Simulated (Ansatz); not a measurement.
# TiB2: pressure against volume

How stiff is TiB2, and at what volume does the pressure vanish? The cell is scaled evenly, atoms carried along, and solved with LAPW, PAW and all-electron datasets made for the crystal.

Computed with Ansatz 0.2.0 (DFT PBEsol, scalar-relativistic, unless a step's input says otherwise).

## (1) The starting structure

It takes space group P6/mmm (No. 191, hexagonal). The conventional cell has a = 3.029 Å, b = 3.029 Å, c = 3.228 Å, α = 90.00°, β = 90.00°, γ = 120.00°. Ti (site symmetry 6/mmm) has 12 B at 2.38 Å in its first shell of neighbours. B (site symmetry -6m2) is surrounded by 3 B at 1.75 Å and 6 Ti at 2.38 Å.

Structure file:

```cif
data_structure
_symmetry_space_group_name_H-M 'P 1'
_symmetry_Int_Tables_number 1
_cell_length_a 3.0292
_cell_length_b 3.0292
_cell_length_c 3.2284
_cell_angle_alpha 90.000
_cell_angle_beta 90.000
_cell_angle_gamma 120.000
_cell_volume 25.66
loop_
_atom_site_label
_atom_site_type_symbol
_atom_site_fract_x
_atom_site_fract_y
_atom_site_fract_z
_atom_site_occupancy
Ti1 Ti 0.00000 0.00000 0.00000 1
B1 B 0.33333 0.66667 0.50000 1
B2 B 0.66667 0.33333 0.50000 1
```

Atoms are numbered in the order of the input: Ti1, B2, B3.

## (2) Volume × 0.96, LAPW

input.yaml

```yaml
crystal:
  lattice:
    - [2.9882580721, 0.0, 0.0]
    - [-1.4941290361, 2.5879074035, 0.0]
    - [0.0, 0.0, 3.1847676243]
  atoms:
    - { symbol: Ti, position: [0.0, 0.0, 0.0] }
    - { symbol: B, position: [0.3333333333, 0.6666666667, 0.5] }
    - { symbol: B, position: [0.6666666667, 0.3333333333, 0.5] }
kpoints:
  mp_grid: { grid: [14, 14, 11] }
  band_path:
    path:
      - [0.0, 0.0, 0.0]
      - [0.5, 0.0, 0.0]
      - [0.3333333333, 0.3333333333, 0.0]
      - [0.0, 0.0, 0.0]
      - [0.0, 0.0, 0.5]
      - [0.5, 0.0, 0.5]
      - [0.3333333333, 0.3333333333, 0.5]
      - [0.0, 0.0, 0.5]
      - [0.5, 0.0, 0.5]
    npoints: 5
scf:
  occupations: { method: fermi_dirac, width: 0.03 }
hamiltonian:
  xc: pbesol
  pseudopotentials: { kind: all_electron, lapw: { basis_error: 0.001 } }
output:
  forces: true
  stress: true
  eigenvalues: true
```

Launch:

```
ansatz run input.yaml --threads 1 --pin off --max-ram 4096MiB --backend cpu --events-out ev --progress --plain --runs-dir out
```

Log, shortened:

```text
LAPW: plane waves up to 9.161 Å⁻¹, error target 1.0e-3 eV per atom; small_component_spin mean_spin; B in spheres of 0.863 Å, 5 of its electrons in bands, Dirac shells []; Ti in spheres of 1.223 Å, 18 of its electrons in bands, Dirac shells []
[...]
Pseudopotentials: kind: all_electron
Pseudopotential: Ti, LAPW, valence charge 18, Koelling and Harmon's equation, gaussian nucleus
Pseudopotential: B, LAPW, valence charge 5, Koelling and Harmon's equation, gaussian nucleus
Functional definition: PBEsol
[...]
Crystal: 3 atoms, lattice volume = 24.629 Å³
Basis set: ecut = 319.7462153501393 eV, 327 PW (Γ), exchange–correlation at level 2
Bands: 18, of which v1, the nominal top of the filled ones, is band 14 counted from 1 (13 counted from 0)
Symmetry: 24 space group operations
Space group: P6/mmm (ITA 191), of the structure as read, at distance tolerance 2.9e-5 Å
k-points: 144 of 2156
[...]
SCF iter   1: F=—  HF=-24558.714354 eV  |F-HF|=—  |Δ(HF+E_count)|=         —  Δρ=1.04e-1  dr2=4.55e0  ethr=1.62e-2  ⟨swp⟩=2.0  Hψ=17009  notcnv=0
[...]
the basis was enlarged: its passes take 55.2 KiB over the memory plan, 1 of 1 planned eigensolver slots
[...]
SCF iter   7: F=-24556.852006 eV  HF=-24556.852006 eV  |F-HF|=7.09e-8  |Δ(HF+E_count)|=   4.54e-7  Δρ=9.60e-6  dr2=3.71e-8  ethr=3.97e-9  ⟨swp⟩=3.0  Hψ=7423  notcnv=0
[...]
NSCF: frozen V_eff on 41 k-points
SCF converged after 7 iterations
Free energy (F): -24556.852006 eV
[...]
E sigma→0 (E₀):  -24556.851478 eV
Entropy (-TS):   -0.001055 eV (-0.352 meV/atom)
Fermi energy:    16.259607 eV
[...]
--- Forces (eV/Å), atoms counted from 1 ---
  atom   1  Ti     0.00000000     0.00000000     0.00000000
  atom   2  B     -0.00000000    -0.00000000     0.00000000
  atom   3  B      0.00000000     0.00000000     0.00000000
[...]
--- Stress (GPa, compression-positive) ---
        7.515479       0.000000       0.000000
        0.000000       7.515479       0.000000
        0.000000       0.000000       2.190124
  P = ⅓ Tr σ = 5.7404 GPa (57.404 kbar)
--- Band table (eV; the first three rows and the last of 144) ---
  k-point 0: bands = ["-421.7104", "-421.6736", "-421.6736", "-155.4829", "-155.4621", "-40.3458", "-16.8267", "-16.4781", "-16.4781", "2.5223", "13.5336", "13.5336", "13.9002", "13.9703", "18.2473", "18.2473", "20.1012", "20.1012"]
[...]
```

Run time: 11 s. Hardware: 1 thread of Intel Xeon 6975P-C (Granite Rapids), shared host; peak memory 0.47 GiB.

This run gives: pressure 5.74 GPa; no gap.

## (3) Volume × 0.96, PAW

input.yaml

```yaml
crystal:
  lattice:
    - [2.9882580721, 0.0, 0.0]
    - [-1.4941290361, 2.5879074035, 0.0]
    - [0.0, 0.0, 3.1847676243]
  atoms:
    - { symbol: Ti, position: [0.0, 0.0, 0.0] }
    - { symbol: B, position: [0.3333333333, 0.6666666667, 0.5] }
    - { symbol: B, position: [0.6666666667, 0.3333333333, 0.5] }
kpoints:
  mp_grid: { grid: [14, 14, 11] }
scf:
  occupations: { method: fermi_dirac, width: 0.03 }
hamiltonian:
  xc: pbesol
  pseudopotentials: { kind: paw }
output:
  forces: true
  stress: true
  eigenvalues: true
  efg: { contact_densities: true }
```

Launch:

```
ansatz run input.yaml --threads 1 --pin off --max-ram 4096MiB --backend cpu --events-out ev --progress --plain --runs-dir out
```

Log, shortened:

```text
[...]
Pseudopotentials: kind: paw
Pseudopotential: Ti, paw, valence charge 12, recommended cutoff 420 eV (normal)
Pseudopotential: B, paw, valence charge 3, recommended cutoff 420 eV (normal)
[... 1 set-up line as earlier in the session ...]
[...]
Crystal: 3 atoms, lattice volume = 24.629 Å³
Basis set: ecut = 420 eV, 467 PW (Γ), exchange–correlation on 40×40×48 points (8 copies of the dense FFT grid, shifted against one another)
Bands: 13, of which v1, the nominal top of the filled ones, is band 9 counted from 1 (8 counted from 0)
[... 2 set-up lines as earlier in the session ...]
k-points: 144 of 2156
[...]
SCF iter   1: F=—  HF=-2782.616343 eV  |F-HF|=—  |Δ(HF+E_count)|=         —  Δρ=6.73e-3  dr2=8.94e-3  ethr=1.77e-3  ⟨swp⟩=4.5  Hψ=8831  notcnv=0
[...]
--- Stress (GPa, compression-positive) ---
        7.565480       0.000000       0.000000
        0.000000       7.565480       0.000000
        0.000000       0.000000       2.183423
  P = ⅓ Tr σ = 5.7715 GPa (57.715 kbar)
--- PAW observables at the nuclei: V_zz in 10²¹ V/m², potentials from the cell's mean, atoms counted from 1 ---
  atom   1  Ti V_zz =    +2.120670   η = 0.0000   by run symmetry: allowed
            electrostatic potential = -2533.667579 V   contact ρ = 56636.969540 e/Å³
  atom   2  B  V_zz =    +0.293678   η = 0.0000   by run symmetry: allowed
            electrostatic potential = -332.308599 V   contact ρ = 481.580403 e/Å³
  atom   3  B  V_zz =    +0.293678   η = 0.0000   by run symmetry: allowed
            electrostatic potential = -332.308599 V   contact ρ = 481.580403 e/Å³
--- Band table (eV; the first three rows and the last of 144) ---
  k-point 0: bands = ["-40.8197", "-17.3002", "-16.9493", "-16.9493", "2.0459", "13.0595", "13.0595", "13.4250", "13.4951", "17.7719", "17.7719", "19.6268", "19.6268"]
[...]
```

It took 2.1 s on 1 thread of Intel Xeon 6975P-C (Granite Rapids), shared host; peak memory 0.42 GiB.

Read from it: pressure 5.77 GPa; no gap; Vzz Ti1 2.12 (η = 0.00), B2 0.29 (η = 0.00) (10²¹ V/m²).

## (4) Volume × 0.96, crystal datasets

input.yaml: that of step 3 with these lines changed.

```diff
@@ -15,3 +15,3 @@
   xc: pbesol
-  pseudopotentials: { kind: paw }
+  pseudopotentials: { kind: all_electron, datasets: crystal }
 output:
```

Launch:

```
ansatz run input.yaml --threads 1 --pin off --max-ram 4096MiB --backend cpu --events-out ev --progress --plain --runs-dir out
```

Log, shortened:

```text
[...]
[... 1 set-up line as earlier in the session ...]
Pseudopotential: Ti, paw, valence charge 12, recommended cutoff 360 eV (normal), Koelling and Harmon's equation, gaussian nucleus
Pseudopotential: B, paw, valence charge 3, recommended cutoff 360 eV (normal), Koelling and Harmon's equation, gaussian nucleus
[... 1 set-up line as earlier in the session ...]
[...]
Crystal: 3 atoms, lattice volume = 24.629 Å³
Basis set: ecut = 360 eV, 393 PW (Γ), exchange–correlation on 40×40×40 points (8 copies of the dense FFT grid, shifted against one another)
Bands: 9, of which v1, the nominal top of the filled ones, is band 5 counted from 1 (4 counted from 0)
[... 2 set-up lines as earlier in the session ...]
k-points: 144 of 2156
[...]
--- Stress (GPa, compression-positive) ---
        7.513152       0.000000       0.000000
        0.000000       7.513152       0.000000
        0.000000       0.000000       2.196469
  P = ⅓ Tr σ = 5.7409 GPa (57.409 kbar)
  It holds what live shells' own plane waves past their cutoff add
--- PAW observables at the nuclei: V_zz in 10²¹ V/m², potentials from the cell's mean, atoms counted from 1 ---
  atom   1  Ti V_zz =    +2.206807   η = 0.0000   by run symmetry: allowed
            electrostatic potential = -2532.182079 V   contact ρ = 56683.951681 e/Å³
  atom   2  B  V_zz =    +0.328667   η = 0.0000   by run symmetry: allowed
            electrostatic potential = -331.519397 V   contact ρ = 481.604170 e/Å³
  atom   3  B  V_zz =    +0.328667   η = 0.0000   by run symmetry: allowed
            electrostatic potential = -331.519397 V   contact ρ = 481.604170 e/Å³
--- Band table (eV; the first three rows and the last of 144) ---
  k-point 0: bands = ["2.5223", "13.5335", "13.5335", "13.9002", "13.9706", "18.2476", "18.2476"]
[...]
```

Run time: 8.5 s. Hardware: 1 thread of Intel Xeon 6975P-C (Granite Rapids), shared host; peak memory 0.6 GiB.

Read from it: pressure 5.74 GPa; no gap; Vzz Ti1 2.21 (η = 0.00), B2 0.33 (η = 0.00) (10²¹ V/m²).

## (5) Volume × 0.99, LAPW

input.yaml

```yaml
crystal:
  lattice:
    - [3.0190670283, 0.0, 0.0]
    - [-1.5095335141, 2.6145887422, 0.0]
    - [0.0, 0.0, 3.2176025949]
  atoms:
    - { symbol: Ti, position: [0.0, 0.0, 0.0] }
    - { symbol: B, position: [0.3333333333, 0.6666666667, 0.5] }
    - { symbol: B, position: [0.6666666667, 0.3333333333, 0.5] }
kpoints:
  mp_grid: { grid: [14, 14, 11] }
  band_path:
    path:
      - [0.0, 0.0, 0.0]
      - [0.5, 0.0, 0.0]
      - [0.3333333333, 0.3333333333, 0.0]
      - [0.0, 0.0, 0.0]
      - [0.0, 0.0, 0.5]
      - [0.5, 0.0, 0.5]
      - [0.3333333333, 0.3333333333, 0.5]
      - [0.0, 0.0, 0.5]
      - [0.5, 0.0, 0.5]
    npoints: 5
scf:
  occupations: { method: fermi_dirac, width: 0.03 }
hamiltonian:
  xc: pbesol
  pseudopotentials: { kind: all_electron, lapw: { basis_error: 0.001 } }
output:
  forces: true
  stress: true
  eigenvalues: true
```

Launch:

```
ansatz run input.yaml --threads 1 --pin off --max-ram 4096MiB --backend cpu --events-out ev --progress --plain --runs-dir out
```

Log, shortened:

```text
LAPW: plane waves up to 9.062 Å⁻¹, error target 1.0e-3 eV per atom; small_component_spin mean_spin; B in spheres of 0.872 Å, 5 of its electrons in bands, Dirac shells []; Ti in spheres of 1.236 Å, 18 of its electrons in bands, Dirac shells []
[...]
[... 4 set-up lines as earlier in the session ...]
[...]
Crystal: 3 atoms, lattice volume = 25.399 Å³
Basis set: ecut = 312.8902682638895 eV, 327 PW (Γ), exchange–correlation at level 2
Bands: 18, of which v1, the nominal top of the filled ones, is band 14 counted from 1 (13 counted from 0)
[... 2 set-up lines as earlier in the session ...]
k-points: 144 of 2156
[...]
NSCF: frozen V_eff on 41 k-points
SCF converged after 7 iterations
Free energy (F): -24556.858907 eV
[...]
E sigma→0 (E₀):  -24556.858363 eV
Entropy (-TS):   -0.001087 eV (-0.362 meV/atom)
Fermi energy:    15.735287 eV
[...]
--- Forces (eV/Å), atoms counted from 1 ---
  atom   1  Ti     0.00000000     0.00000000     0.00000000
  atom   2  B     -0.00000000    -0.00000000     0.00000000
  atom   3  B      0.00000000     0.00000000     0.00000000
[...]
--- Stress (GPa, compression-positive) ---
       -1.520128       0.000000       0.000000
        0.000000      -1.520128       0.000000
        0.000000       0.000000      -4.921114
  P = ⅓ Tr σ = -2.6538 GPa (-26.538 kbar)
--- Band table (eV; the first three rows and the last of 144) ---
  k-point 0: bands = ["-422.3644", "-422.3276", "-422.3276", "-156.1232", "-156.1050", "-40.9435", "-17.4148", "-17.0897", "-17.0897", "2.1677", "13.0800", "13.0800", "13.3883", "13.5263", "17.6348", "17.6348", "19.4319", "19.4319"]
[...]
```

Wall time 11 s (1 thread of Intel Xeon 6975P-C (Granite Rapids), shared host); peak memory 0.47 GiB.

Read from it: pressure -2.65 GPa; no gap.

## (6) Volume × 0.99, PAW

input.yaml

```yaml
crystal:
  lattice:
    - [3.0190670283, 0.0, 0.0]
    - [-1.5095335141, 2.6145887422, 0.0]
    - [0.0, 0.0, 3.2176025949]
  atoms:
    - { symbol: Ti, position: [0.0, 0.0, 0.0] }
    - { symbol: B, position: [0.3333333333, 0.6666666667, 0.5] }
    - { symbol: B, position: [0.6666666667, 0.3333333333, 0.5] }
kpoints:
  mp_grid: { grid: [14, 14, 11] }
scf:
  occupations: { method: fermi_dirac, width: 0.03 }
hamiltonian:
  xc: pbesol
  pseudopotentials: { kind: paw }
output:
  forces: true
  stress: true
  eigenvalues: true
  efg: { contact_densities: true }
```

Launch:

```
ansatz run input.yaml --threads 1 --pin off --max-ram 4096MiB --backend cpu --events-out ev --progress --plain --runs-dir out
```

Log, shortened:

```text
[...]
[... 4 set-up lines as earlier in the session ...]
[...]
Crystal: 3 atoms, lattice volume = 25.399 Å³
Basis set: ecut = 420 eV, 503 PW (Γ), exchange–correlation on 48×48×48 points (8 copies of the dense FFT grid, shifted against one another)
Bands: 13, of which v1, the nominal top of the filled ones, is band 9 counted from 1 (8 counted from 0)
[... 2 set-up lines as earlier in the session ...]
k-points: 144 of 2156
[...]
SCF iter   1: F=—  HF=-2782.623312 eV  |F-HF|=—  |Δ(HF+E_count)|=         —  Δρ=6.53e-3  dr2=8.73e-3  ethr=1.77e-3  ⟨swp⟩=4.4  Hψ=8804  notcnv=0
[...]
--- Stress (GPa, compression-positive) ---
       -1.466725       0.000000       0.000000
        0.000000      -1.466725       0.000000
        0.000000       0.000000      -4.928530
  P = ⅓ Tr σ = -2.6207 GPa (-26.207 kbar)
--- PAW observables at the nuclei: V_zz in 10²¹ V/m², potentials from the cell's mean, atoms counted from 1 ---
  atom   1  Ti V_zz =    +2.078020   η = 0.0000   by run symmetry: allowed
            electrostatic potential = -2532.989728 V   contact ρ = 56636.648095 e/Å³
  atom   2  B  V_zz =    +0.301908   η = 0.0000   by run symmetry: allowed
            electrostatic potential = -331.618349 V   contact ρ = 481.516888 e/Å³
  atom   3  B  V_zz =    +0.301908   η = 0.0000   by run symmetry: allowed
            electrostatic potential = -331.618349 V   contact ρ = 481.516888 e/Å³
--- Band table (eV; the first three rows and the last of 144) ---
  k-point 0: bands = ["-41.4035", "-17.8744", "-17.5471", "-17.5471", "1.7057", "12.6200", "12.6200", "12.9277", "13.0654", "17.1736", "17.1736", "18.9715", "18.9715"]
[...]
```

It took 2.1 s on 1 thread of Intel Xeon 6975P-C (Granite Rapids), shared host; peak memory 0.4 GiB.

Read from it: pressure -2.62 GPa; no gap; Vzz Ti1 2.08 (η = 0.00), B2 0.30 (η = 0.00) (10²¹ V/m²).

## (7) Volume × 0.99, crystal datasets

input.yaml: that of step 6 with these lines changed.

```diff
@@ -15,3 +15,3 @@
   xc: pbesol
-  pseudopotentials: { kind: paw }
+  pseudopotentials: { kind: all_electron, datasets: crystal }
 output:
```

Launch:

```
ansatz run input.yaml --threads 1 --pin off --max-ram 4096MiB --backend cpu --events-out ev --progress --plain --runs-dir out
```

Log, shortened:

```text
[...]
[... 4 set-up lines as earlier in the session ...]
[...]
Crystal: 3 atoms, lattice volume = 25.399 Å³
Basis set: ecut = 360 eV, 393 PW (Γ), exchange–correlation on 40×40×40 points (8 copies of the dense FFT grid, shifted against one another)
Bands: 9, of which v1, the nominal top of the filled ones, is band 5 counted from 1 (4 counted from 0)
[... 2 set-up lines as earlier in the session ...]
k-points: 144 of 2156
[...]
--- Stress (GPa, compression-positive) ---
       -1.518479       0.000000       0.000000
        0.000000      -1.518479       0.000000
        0.000000       0.000000      -4.915166
  P = ⅓ Tr σ = -2.6507 GPa (-26.507 kbar)
  It holds what live shells' own plane waves past their cutoff add
--- PAW observables at the nuclei: V_zz in 10²¹ V/m², potentials from the cell's mean, atoms counted from 1 ---
  atom   1  Ti V_zz =    +2.161807   η = 0.0000   by run symmetry: allowed
            electrostatic potential = -2531.512391 V   contact ρ = 56683.628359 e/Å³
  atom   2  B  V_zz =    +0.331834   η = 0.0000   by run symmetry: allowed
            electrostatic potential = -330.849205 V   contact ρ = 481.540474 e/Å³
  atom   3  B  V_zz =    +0.331834   η = 0.0000   by run symmetry: allowed
            electrostatic potential = -330.849205 V   contact ρ = 481.540474 e/Å³
--- Band table (eV; the first three rows and the last of 144) ---
  k-point 0: bands = ["2.1678", "13.0799", "13.0799", "13.3884", "13.5264", "17.6348", "17.6348"]
[...]
```

Wall time 8.8 s (1 thread of Intel Xeon 6975P-C (Granite Rapids), shared host); peak memory 0.61 GiB.

In short: pressure -2.65 GPa; no gap; Vzz Ti1 2.16 (η = 0.00), B2 0.33 (η = 0.00) (10²¹ V/m²).

## (8) Volume × 1.02, LAPW

input.yaml

```yaml
crystal:
  lattice:
    - [3.0492597015, 0.0, 0.0]
    - [-1.5246298507, 2.6407363642, 0.0]
    - [0.0, 0.0, 3.2497807555]
  atoms:
    - { symbol: Ti, position: [0.0, 0.0, 0.0] }
    - { symbol: B, position: [0.3333333333, 0.6666666667, 0.5] }
    - { symbol: B, position: [0.6666666667, 0.3333333333, 0.5] }
kpoints:
  mp_grid: { grid: [14, 14, 11] }
  band_path:
    path:
      - [0.0, 0.0, 0.0]
      - [0.5, 0.0, 0.0]
      - [0.3333333333, 0.3333333333, 0.0]
      - [0.0, 0.0, 0.0]
      - [0.0, 0.0, 0.5]
      - [0.5, 0.0, 0.5]
      - [0.3333333333, 0.3333333333, 0.5]
      - [0.0, 0.0, 0.5]
      - [0.5, 0.0, 0.5]
    npoints: 5
scf:
  occupations: { method: fermi_dirac, width: 0.03 }
hamiltonian:
  xc: pbesol
  pseudopotentials: { kind: all_electron, lapw: { basis_error: 0.001 } }
output:
  forces: true
  stress: true
  eigenvalues: true
```

Launch:

```
ansatz run input.yaml --threads 1 --pin off --max-ram 4096MiB --backend cpu --events-out ev --progress --plain --runs-dir out
```

Log, shortened:

```text
LAPW: plane waves up to 8.968 Å⁻¹, error target 1.0e-3 eV per atom; small_component_spin mean_spin; B in spheres of 0.880 Å, 5 of its electrons in bands, Dirac shells []; Ti in spheres of 1.249 Å, 18 of its electrons in bands, Dirac shells []
[...]
[... 4 set-up lines as earlier in the session ...]
[...]
Crystal: 3 atoms, lattice volume = 26.168 Å³
Basis set: ecut = 306.4156557782658 eV, 327 PW (Γ), exchange–correlation at level 2
Bands: 18, of which v1, the nominal top of the filled ones, is band 14 counted from 1 (13 counted from 0)
[... 1 set-up line as earlier in the session ...]
Space group: P6/mmm (ITA 191), of the structure as read, at distance tolerance 3.0e-5 Å
k-points: 144 of 2156
[...]
NSCF: frozen V_eff on 41 k-points
SCF converged after 7 iterations
Free energy (F): -24556.828340 eV
[...]
E sigma→0 (E₀):  -24556.827779 eV
Entropy (-TS):   -0.001121 eV (-0.374 meV/atom)
Fermi energy:    15.237515 eV
[...]
--- Forces (eV/Å), atoms counted from 1 ---
  atom   1  Ti     0.00000000    -0.00000000     0.00000000
  atom   2  B      0.00000000    -0.00000000     0.00000000
  atom   3  B     -0.00000000     0.00000000    -0.00000000
[...]
--- Stress (GPa, compression-positive) ---
       -9.338801      -0.000000      -0.000000
        0.000000      -9.338801       0.000000
       -0.000000       0.000000     -10.997491
  P = ⅓ Tr σ = -9.8917 GPa (-98.917 kbar)
--- Band table (eV; the first three rows and the last of 144) ---
  k-point 0: bands = ["-422.9825", "-422.9456", "-422.9456", "-156.7333", "-156.7172", "-41.5119", "-17.9741", "-17.6698", "-17.6698", "1.8373", "12.6500", "12.6500", "12.9065", "13.1044", "17.0542", "17.0542", "18.7980", "18.7980"]
[...]
```

Wall time 11 s (1 thread of Intel Xeon 6975P-C (Granite Rapids), shared host); peak memory 0.47 GiB.

Result: pressure -9.89 GPa; no gap.

## (9) Volume × 1.02, PAW

input.yaml

```yaml
crystal:
  lattice:
    - [3.0492597015, 0.0, 0.0]
    - [-1.5246298507, 2.6407363642, 0.0]
    - [0.0, 0.0, 3.2497807555]
  atoms:
    - { symbol: Ti, position: [0.0, 0.0, 0.0] }
    - { symbol: B, position: [0.3333333333, 0.6666666667, 0.5] }
    - { symbol: B, position: [0.6666666667, 0.3333333333, 0.5] }
kpoints:
  mp_grid: { grid: [14, 14, 11] }
scf:
  occupations: { method: fermi_dirac, width: 0.03 }
hamiltonian:
  xc: pbesol
  pseudopotentials: { kind: paw }
output:
  forces: true
  stress: true
  eigenvalues: true
  efg: { contact_densities: true }
```

Launch:

```
ansatz run input.yaml --threads 1 --pin off --max-ram 4096MiB --backend cpu --events-out ev --progress --plain --runs-dir out
```

Log, shortened:

```text
[...]
[... 4 set-up lines as earlier in the session ...]
[...]
Crystal: 3 atoms, lattice volume = 26.168 Å³
Basis set: ecut = 420 eV, 503 PW (Γ), exchange–correlation on 48×48×48 points (8 copies of the dense FFT grid, shifted against one another)
Bands: 13, of which v1, the nominal top of the filled ones, is band 9 counted from 1 (8 counted from 0)
[... 2 set-up lines as earlier in the session ...]
k-points: 144 of 2156
[...]
SCF iter   1: F=—  HF=-2782.592809 eV  |F-HF|=—  |Δ(HF+E_count)|=         —  Δρ=6.37e-3  dr2=8.51e-3  ethr=1.77e-3  ⟨swp⟩=4.4  Hψ=8818  notcnv=0
[...]
--- Stress (GPa, compression-positive) ---
       -9.285530       0.000000      -0.000000
       -0.000000      -9.285530      -0.000000
       -0.000000      -0.000000     -11.005168
  P = ⅓ Tr σ = -9.8587 GPa (-98.587 kbar)
--- PAW observables at the nuclei: V_zz in 10²¹ V/m², potentials from the cell's mean, atoms counted from 1 ---
  atom   1  Ti V_zz =    +2.033553   η = 0.0000   by run symmetry: allowed
            electrostatic potential = -2532.349146 V   contact ρ = 56636.341199 e/Å³
  atom   2  B  V_zz =    +0.303036   η = 0.0000   by run symmetry: allowed
            electrostatic potential = -330.962882 V   contact ρ = 481.462408 e/Å³
  atom   3  B  V_zz =    +0.303036   η = 0.0000   by run symmetry: allowed
            electrostatic potential = -330.962882 V   contact ρ = 481.462408 e/Å³
--- Band table (eV; the first three rows and the last of 144) ---
  k-point 0: bands = ["-41.9586", "-18.4203", "-18.1141", "-18.1141", "1.3889", "12.2036", "12.2036", "12.4596", "12.6571", "16.6066", "16.6066", "18.3512", "18.3512"]
[...]
```

Wall time 2.2 s (1 thread of Intel Xeon 6975P-C (Granite Rapids), shared host); peak memory 0.43 GiB.

Result: pressure -9.86 GPa; no gap; Vzz Ti1 2.03 (η = 0.00), B2 0.30 (η = 0.00) (10²¹ V/m²).

[end of part 1 of 2]
